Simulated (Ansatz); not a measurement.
# I (Fmmm) in Ansatz: further runs

The runs below take I through band structure, single point, equation of state, with r2SCAN.

Everything below comes from runs of Ansatz 0.2.0. Logs are shortened: lines on timing, memory, paths and dates and some standing lists are left out, and cuts for length are marked.

**1. The structure**

Symmetry: Fmmm, No. 69, orthorhombic system. Conventional cell: a = 4.384 Å, b = 4.731 Å, c = 7.820 Å, α = 90.00°, β = 90.00°, γ = 90.00°. I (site symmetry mmm) has 4 I at 3.23 Å as nearest neighbours.

**2. Band structure, r2SCAN**

input.yaml

```yaml
crystal:
  lattice:
    - [0.0, 2.3656004428, 3.9098401324]
    - [2.1922454667, 0.0, 3.9098401324]
    - [2.1922454667, 2.3656004428, 0.0]
  atoms:
    - { symbol: I, position: [0.0, 0.0, 0.0] }
hamiltonian:
  xc: r2scan
  pseudopotentials: { kind: paw }
kpoints:
  mp_grid: { grid: [9, 9, 9] }
  band_path:
    path:
      - [[0.0, 0.0, 0.0], [0.5, 0.0, 0.5], [0.5, 0.1138942365, 0.6138942365], [0.0504161431, 0.5, 0.5504161431], [0.0, 0.5, 0.5], [0.0, 0.0, 0.0], [0.5, 0.5, 0.0], [0.9495838569, 0.5, 0.4495838569], [0.8622775204, 0.3622775204, 0.5], [0.5, 0.1138942365, 0.6138942365]]
      - [[0.5, 0.8861057635, 0.3861057635], [0.5, 0.5, 0.0]]
      - [[0.0, 0.5, 0.5], [0.1377224796, 0.6377224796, 0.5]]
      - [[0.8622775204, 0.3622775204, 0.5], [0.5, 0.0, 0.5]]
      - [[0.5, 0.5, 0.5], [0.0, 0.0, 0.0]]
    npoints: 14
scf:
  occupations: { method: fermi_dirac, width: 0.05 }
  n_extra_bands: 6
output:
  forces: true
  stress: true
  eigenvalues: true
  fatbands: false
  write_density: true
  write_potential: true
  elf: true
  volumetric_format: npy
```

Potentials or basis: Ansatz PAW.

Run with:

```bash
ansatz run input.yaml --threads 2 --pin off --max-ram 5632MiB --backend cpu --events-out ev --progress --plain --runs-dir out
```

Log:

```text
Warning: RAYON_NUM_THREADS=2 ignored (pool sized by the plan → 2); use --threads N
scf.n_extra_bands = 6 over 9 filled bands (N_el = 17.0): the run solves 15 bands
Engine: ansatz 0.2.0, aarch64-unknown-linux-gnu
Pseudopotentials: kind: paw
Pseudopotential: I, paw, valence charge 17, recommended cutoff 500 eV (meta_gga), I.paw.azcp
Functional definition: r2SCAN
  parameter k0 = 0.174
  parameter k1 = 0.065
  parameter a1 = 4.9479
  exchange = r2scan_x(k0 = k0, k1 = k1, a1 = a1)
  correlation = r2scan_c
Crystal: 1 atoms, lattice volume = 40.553 Å³
Basis set: ecut = 500 eV, 1021 PW (Γ), exchange–correlation on 144×144×96 points (64 copies of the dense FFT grid, shifted against one another)
Bands: 15, of which v1, the nominal top of the filled ones, is band 9 counted from 1 (8 counted from 0)
Symmetry: 8 space group operations
Space group: Fmmm (ITA 69), of the structure as read, at distance tolerance 3.4e-5 Å
k-points: 125 of 729
Non-local potential: I, projectors of the file, l = 0: 2, l = 1: 2, l = 2: 2, l = 3: 2
PAW form: soft (Blöchl's): semilocal exchange-correlation on the pseudo side does not see the compensation charge
PAW frozen core: I, regenerated for the run's functional (the file was generated under x = pbe(κ = 0.804, μ = 0.2195149727645171), c = pbe(β = 0.06672455060314922))
PAW one-centre angular grid: I, 590 points (default); XC on 160 Gauss nodes
Initial density: superposition of atomic densities (neutral atoms: chi_scale 0, normalization atom), corrected by the library's trained network
Initial wavefunctions: pseudopotential atomic-orbital guess
Functional: x = r2scan, c = r2scan; τ floored in thin density (d = 2e-4 eV/Å³)
SCF iter   1: F=—  HF=-7527.866465 eV  |F-HF|=—  |Δ(HF+E_count)|=         —  Δρ=2.46e-3  dr2=2.49e-3  dr2_τ=4.85e-4  ethr=1.77e-3  ⟨swp⟩=6.5  Hψ=12531  notcnv=0
preconditioner: auto → Kerker (q_TF=auto, 2.360 Å⁻¹)  [metal: Δε(μ)=0.014 eV  Ē_g=15.768 eV  σ=0.050 eV  W_gap=0.07  n_scr=10 (ndim 8)  ℏωp=15.4 eV  f_vac=0.086  D(μ)=0.54/eV (n_scr^D=0)]
SCF iter   2: F=—  HF=-7527.867426 eV  |F-HF|=—  |Δ(HF+E_count)|=   9.61e-4  Δρ=1.51e-3  dr2=9.93e-4  dr2_τ=1.29e-5  ethr=1.46e-5  ⟨swp⟩=2.0  Hψ=3879  notcnv=0  defer=208
SCF iter   3: F=—  HF=-7527.867249 eV  |F-HF|=—  |Δ(HF+E_count)|=   1.77e-4  Δρ=2.21e-4  dr2=2.77e-5  dr2_τ=5.11e-7  ethr=5.84e-6  ⟨swp⟩=2.0  Hψ=3290  notcnv=0  defer=208
SCF iter   4: F=—  HF=-7527.867230 eV  |F-HF|=—  |Δ(HF+E_count)|=   1.97e-5  Δρ=1.27e-4  dr2=1.50e-5  dr2_τ=9.17e-8  ethr=1.63e-7  ⟨swp⟩=2.0  Hψ=2735  notcnv=0  defer=208
SCF iter   5: F=—  HF=-7527.867230 eV  |F-HF|=—  |Δ(HF+E_count)|=   5.49e-7  Δρ=6.12e-5  dr2=4.51e-6  dr2_τ=1.08e-8  ethr=8.80e-8  ⟨swp⟩=2.6  Hψ=2138  notcnv=0  defer=208
SCF iter   6: F=—  HF=-7527.867231 eV  |F-HF|=—  |Δ(HF+E_count)|=   3.37e-7  Δρ=2.74e-5  dr2=6.44e-7  dr2_τ=2.62e-9  ethr=2.65e-8  ⟨swp⟩=2.0  Hψ=2025  notcnv=0  defer=208
SCF iter   7: F=-7527.867230 eV  HF=-7527.867230 eV  |F-HF|=1.66e-8  |Δ(HF+E_count)|=   6.26e-8  Δρ=7.95e-6  dr2=4.01e-8  dr2_τ=1.54e-10  ethr=5.88e-10  ⟨swp⟩=10.9  Hψ=13769  notcnv=0
SCF 1 converged in 7 iterations: F = -7527.867230 eV  dr2 = 4.01e-8
NSCF: frozen V_eff on 187 k-points
SCF converged after 7 iterations
Free energy (F): -7527.867230 eV
Harris-Foulkes:  -7527.867230 eV  (|F-HF|=1.66e-8)
Internal energy: -7527.862696 eV  (E = F + TS)
E sigma→0 (E₀):  -7527.864963 eV
Entropy (-TS):   -0.004534 eV (-4.534 meV/atom)
Fermi energy:    5.772976 eV
--- Per-component energies (eV) ---
  E_band       = -403.626177
  E_kinetic    = 187.938310
  E_local      = -1985.640183  (includes V_loc(G=0)·N_el)
  E_nonlocal   = -92.295964
  E_hartree    = 1020.428997
  E_xc         = -120.470408
  E_vxc        = -139.235146  (∫ρ·V_xc dr)
  E_paw        = -4836.439246  (= ΣΔE_a)
  E_vpaw       = -423.482919  (= ΣTr[D̂ρ^β])
  E_aug_tail   = -0.000031  (compensation charges beyond the density's cutoff)
  E_vtau       = 8.236379  (kinetic-family band-sum trace: ∫τ·v_τ [+ j·A + Jᵃ·Aᵃ] dr)
  E_ewald      = -1701.457224
  E_core_change = 0.073053  (= ΣΔE_core)
  E_smearing   = -0.004534  (= −TS)
  E_closure    = -0.000000  (closes the sum)
  Σ components = -7527.867230   (vs F -7527.867230, Δ=0.00e0)
--- Forces (eV/Å), atoms counted from 1 ---
  atom   1  I      0.00000000     0.00000000    -0.00000000
  max |Σ_I F_I| component: 2.47e-32 eV/Å
--- Stress (GPa, compression-positive) ---
       -0.032361      -0.000000       0.000000
       -0.000000       0.007478      -0.000000
        0.000000      -0.000000       0.029252
  P = ⅓ Tr σ = 0.0015 GPa (0.015 kbar)
--- Band table (eV; the first three rows and the last of 125) ---
  k-point 0: bands = ["-40.6331", "-40.6087", "-40.4248", "-40.3861", "-40.3469", "-8.6818", "3.6402", "6.5535", "6.8637", "10.7533", "13.7444", "14.7211", "18.6686", "18.7854", "18.9946"]
  k-point 1: bands = ["-40.6305", "-40.6094", "-40.4253", "-40.3864", "-40.3460", "-8.5417", "3.6404", "5.5568", "6.8092", "11.1089", "14.2106", "15.7505", "16.3404", "18.9719", "19.5252"]
  k-point 2: bands = ["-40.6241", "-40.6112", "-40.4264", "-40.3872", "-40.3434", "-8.1497", "3.3744", "3.7844", "7.0279", "11.8499", "14.3989", "14.6649", "18.5852", "19.4207", "20.1552"]
  k-point 124: bands = ["-40.6305", "-40.6094", "-40.4251", "-40.3862", "-40.3458", "-8.2919", "1.6276", "5.3194", "6.6012", "13.5714", "14.9309", "16.7201", "20.9022", "21.3379", "22.0247"]
```

Wall time 10 s (2 threads of Arm Neoverse V1, shared host); peak memory 0.5 GiB.

What came out:

```
Free energy            : -7527.8672 eV
Pressure               : 0.0 GPa
Band gap on the k mesh : none (metal or under the smearing width)
```

Levels at the corners of the path, in eV from the Fermi level:
```tsv
point	band 5	band 6	band 7	band 8	band 9	band 10	band 11	band 12	band 13	band 14
Γ	-46.12	-14.45	-2.13	0.78	1.09	4.98	7.97	8.95	12.90	13.01
Y	-46.10	-11.46	-4.67	-3.73	-0.61	4.36	7.04	10.20	11.04	11.80
C	-46.11	-11.87	-4.25	-3.56	-1.25	5.75	7.28	10.56	12.11	12.20
D	-46.10	-11.52	-4.24	-3.96	-1.05	4.47	6.31	11.06	11.46	12.80
X	-46.10	-11.42	-4.35	-4.03	-0.91	4.29	6.15	11.00	11.30	12.73
Γ	-46.12	-14.45	-2.13	0.78	1.09	4.98	7.97	8.95	12.90	13.01
Z	-46.12	-14.19	-4.29	0.55	0.88	7.42	7.94	11.44	15.63	16.31
D1	-46.10	-11.52	-4.24	-3.96	-1.05	4.47	6.31	11.06	11.46	12.80
H	-46.10	-11.43	-4.41	-3.98	-0.87	4.40	6.55	9.58	10.18	14.59
C	-46.11	-11.87	-4.25	-3.56	-1.25	5.75	7.28	10.56	12.11	12.20
C1	-46.11	-11.87	-4.25	-3.56	-1.25	5.75	7.28	10.56	12.11	12.20
Z	-46.12	-14.19	-4.29	0.55	0.88	7.42	7.94	11.44	15.63	16.31
X	-46.10	-11.42	-4.35	-4.03	-0.91	4.29	6.15	11.00	11.30	12.73
H1	-46.10	-11.43	-4.41	-3.98	-0.87	4.40	6.55	9.58	10.18	14.59
H	-46.10	-11.43	-4.41	-3.98	-0.87	4.40	6.55	9.58	10.18	14.59
Y	-46.10	-11.46	-4.67	-3.73	-0.61	4.36	7.04	10.20	11.04	11.80
L	-46.11	-12.89	-5.49	-1.91	1.78	5.16	9.78	11.29	12.68	13.22
Γ	-46.12	-14.45	-2.13	0.78	1.09	4.98	7.97	8.95	12.90	13.01
```

Caveat: spin-orbit coupling is left out, which moves the levels of the heavy elements; an odd number of electrons without spin polarisation forces a metal; a magnetic or distorted state may lie lower; the PAW data sets come from PBE, with cores solved anew for the run's functional, which leaves a small shift of forces and pressure.

**3. Single point, r2SCAN, 38.12 Å³/atom (volume scaled by 0.94)**

input.yaml

```yaml
crystal:
  lattice:
    - [0.0, 2.3173093325, 3.830025081]
    - [2.1474932061, 0.0, 3.830025081]
    - [2.1474932061, 2.3173093325, 0.0]
  atoms:
    - { symbol: I, position: [0.0, 0.0, 0.0] }
hamiltonian:
  xc: r2scan
  pseudopotentials: { kind: paw }
kpoints:
  mp_grid: { grid: [9, 9, 9] }
scf:
  occupations: { method: fermi_dirac, width: 0.05 }
output:
  forces: true
  stress: true
  eigenvalues: true
  write_density: true
  write_potential: true
  elf: true
  volumetric_format: npy
```

Potentials or basis: Ansatz PAW.

Run with:

```bash
ansatz run input.yaml --threads 2 --pin off --max-ram 5632MiB --backend cpu --events-out ev --progress --plain --runs-dir out
```

It took 7.3 s on 2 threads of Arm Neoverse V1, shared host; peak memory 0.5 GiB.

Results (log left out):

```yaml
Free_energy: -7527.8532 eV
Pressure: 2.0 GPa
Band_gap_on_the_k_mesh: none (metal or under the smearing width)
```

Caveat: an odd number of electrons without spin polarisation forces a metal; a magnetic or distorted state may lie lower; the PAW data sets come from PBE, with cores solved anew for the run's functional, which leaves a small shift of forces and pressure.

**4. Single point, r2SCAN, 38.93 Å³/atom (volume scaled by 0.96)**

input.yaml

```yaml
crystal:
  lattice:
    - [0.0, 2.33362895, 3.8569979773]
    - [2.1626168959, 0.0, 3.8569979773]
    - [2.1626168959, 2.33362895, 0.0]
  atoms:
    - { symbol: I, position: [0.0, 0.0, 0.0] }
hamiltonian:
  xc: r2scan
  pseudopotentials: { kind: paw }
kpoints:
  mp_grid: { grid: [9, 9, 9] }
scf:
  occupations: { method: fermi_dirac, width: 0.05 }
output:
  forces: true
  stress: true
  eigenvalues: true
```

Run with:

```bash
ansatz run input.yaml --threads 2 --pin off --max-ram 5632MiB --backend cpu --events-out ev --progress --plain --runs-dir out
```

Run time: 5.8 s. Hardware: 2 threads of Arm Neoverse V1, shared host; peak memory 0.49 GiB.

Results (log left out):

* Free energy: -7527.8612 eV
* Pressure: 1.2 GPa
* Band gap on the k mesh: none (metal or under the smearing width)

Caveat: an odd number of electrons without spin polarisation forces a metal; a magnetic or distorted state may lie lower; the PAW data sets come from PBE, with cores solved anew for the run's functional, which leaves a small shift of forces and pressure.

**5. Single point, r2SCAN, 39.74 Å³/atom (volume scaled by 0.98)**

input.yaml: that of step 4 with these lines changed.

```diff
@@ -2,5 +2,5 @@
   lattice:
-    - [0.0, 2.33362895, 3.8569979773]
-    - [2.1626168959, 0.0, 3.8569979773]
-    - [2.1626168959, 2.33362895, 0.0]
+    - [0.0, 2.3497234514, 3.8835988039]
+    - [2.1775319666, 0.0, 3.8835988039]
+    - [2.1775319666, 2.3497234514, 0.0]
   atoms:
```

Run with:

```bash
ansatz run input.yaml --threads 2 --pin off --max-ram 5632MiB --backend cpu --events-out ev --progress --plain --runs-dir out
```

Wall time 6 s (2 threads of Arm Neoverse V1, shared host); peak memory 0.49 GiB.

It converged, with:

| Quantity | Value |
| --- | --- |
| Free energy | -7527.8658 eV |
| Pressure | 0.6 GPa |
| Band gap on the k mesh | none (metal or under the smearing width) |

Caveat: an odd number of electrons without spin polarisation forces a metal; a magnetic or distorted state may lie lower; the PAW data sets come from PBE, with cores solved anew for the run's functional, which leaves a small shift of forces and pressure.

**6. Single point, r2SCAN, 40.55 Å³/atom**

input.yaml: that of step 5 with these lines changed.

```diff
@@ -2,5 +2,5 @@
   lattice:
-    - [0.0, 2.3497234514, 3.8835988039]
-    - [2.1775319666, 0.0, 3.8835988039]
-    - [2.1775319666, 2.3497234514, 0.0]
+    - [0.0, 2.3656004428, 3.9098401324]
+    - [2.1922454667, 0.0, 3.9098401324]
+    - [2.1922454667, 2.3656004428, 0.0]
   atoms:
```

Potentials or basis: Ansatz PAW.

Run with:

```bash
ansatz run input.yaml --threads 2 --pin off --max-ram 5632MiB --backend cpu --events-out ev --progress --plain --runs-dir out
```

Run time: 5.9 s. Hardware: 2 threads of Arm Neoverse V1, shared host; peak memory 0.49 GiB.

The run converged. Its results:

```
Free energy            : -7527.8672 eV
Pressure               : 0.0 GPa
Band gap on the k mesh : none (metal or under the smearing width)
```

Caveat: an odd number of electrons without spin polarisation forces a metal; a magnetic or distorted state may lie lower; the PAW data sets come from PBE, with cores solved anew for the run's functional, which leaves a small shift of forces and pressure.

**7. Single point, r2SCAN, 41.36 Å³/atom (volume scaled by 1.02)**

input.yaml: that of step 6 with these lines changed.

```diff
@@ -2,5 +2,5 @@
   lattice:
-    - [0.0, 2.3656004428, 3.9098401324]
-    - [2.1922454667, 0.0, 3.9098401324]
-    - [2.1922454667, 2.3656004428, 0.0]
+    - [0.0, 2.3812671275, 3.935733868]
+    - [2.2067640717, 0.0, 3.935733868]
+    - [2.2067640717, 2.3812671275, 0.0]
   atoms:
```

Run with:

```bash
ansatz run input.yaml --threads 2 --pin off --max-ram 5632MiB --backend cpu --events-out ev --progress --plain --runs-dir out
```

It took 5.9 s on 2 threads of Arm Neoverse V1, shared host; peak memory 0.5 GiB.

The run converged. Its results:

```yaml
Free_energy: -7527.8659 eV
Pressure: -0.5 GPa
Band_gap_on_the_k_mesh: none (metal or under the smearing width)
```

Caveat: an odd number of electrons without spin polarisation forces a metal; a magnetic or distorted state may lie lower; the PAW data sets come from PBE, with cores solved anew for the run's functional, which leaves a small shift of forces and pressure.

**8. Single point, r2SCAN, 42.17 Å³/atom (volume scaled by 1.04)**

input.yaml: that of step 7 with these lines changed.

```diff
@@ -2,5 +2,5 @@
   lattice:
-    - [0.0, 2.3812671275, 3.935733868]
-    - [2.2067640717, 0.0, 3.935733868]
-    - [2.2067640717, 2.3812671275, 0.0]
+    - [0.0, 2.3967303343, 3.9612912976]
+    - [2.2210941101, 0.0, 3.9612912976]
+    - [2.2210941101, 2.3967303343, 0.0]
   atoms:
```

Run with:

```bash
ansatz run input.yaml --threads 2 --pin off --max-ram 5632MiB --backend cpu --events-out ev --progress --plain --runs-dir out
```

It took 5.8 s on 2 threads of Arm Neoverse V1, shared host; peak memory 0.5 GiB.

The run converged. Its results:

```
Free energy            : -7527.8622 eV
Pressure               : -1.0 GPa
Band gap on the k mesh : none (metal or under the smearing width)
```

Caveat: an odd number of electrons without spin polarisation forces a metal; a magnetic or distorted state may lie lower; the PAW data sets come from PBE, with cores solved anew for the run's functional, which leaves a small shift of forces and pressure.

**9. Single point, r2SCAN, 42.99 Å³/atom (volume scaled by 1.06)**

input.yaml

```yaml
crystal:
  lattice:
    - [0.0, 2.4119965442, 3.9865231326]
    - [2.2352415877, 0.0, 3.9865231326]
    - [2.2352415877, 2.4119965442, 0.0]
  atoms:
    - { symbol: I, position: [0.0, 0.0, 0.0] }
hamiltonian:
  xc: r2scan
  pseudopotentials: { kind: paw }
kpoints:
  mp_grid: { grid: [9, 9, 9] }
scf:
  occupations: { method: fermi_dirac, width: 0.05 }
output:
  forces: true
  stress: true
  eigenvalues: true
  write_density: true
  write_potential: true
  elf: true
  volumetric_format: npy
```

Potentials or basis: Ansatz PAW.

Run with:

```bash
ansatz run input.yaml --threads 2 --pin off --max-ram 5632MiB --backend cpu --events-out ev --progress --plain --runs-dir out
```

Wall time 7.1 s (2 threads of Arm Neoverse V1, shared host); peak memory 0.5 GiB.

It converged, with:

```
Free energy            : -7527.8564 eV
Pressure               : -1.3 GPa
Band gap on the k mesh : none (metal or under the smearing width)
```

Caveat: an odd number of electrons without spin polarisation forces a metal; a magnetic or distorted state may lie lower; the PAW data sets come from PBE, with cores solved anew for the run's functional, which leaves a small shift of forces and pressure.

**10. Equation of state, r2SCAN**

Potentials or basis: Ansatz PAW.

No new run: the results of the series are fitted here.

What came out:

```yaml
Equilibrium_volume: 40.56 Å³/atom
Bulk_modulus_at_fixed_shape_and_positions: 27 GPa
Pressure_derivative_of_the_bulk_modulus: 5.3
```

Energy against volume, from the lowest point:
| volume (Å³/atom) | energy (meV/atom) |
| --- | --- |
| 38.120 | 14.05 |
| 38.931 | 5.98 |
| 39.742 | 1.43 |
| 40.553 | 0.00 |
| 41.364 | 1.30 |
| 42.175 | 5.02 |
| 42.986 | 10.87 |

Caveat: the cell was scaled at fixed shape and fractional positions, which overstates the stiffness of a crystal with free parameters, most of all of layers and chains; the PAW data sets were made with another functional, which shifts forces and pressure a little.
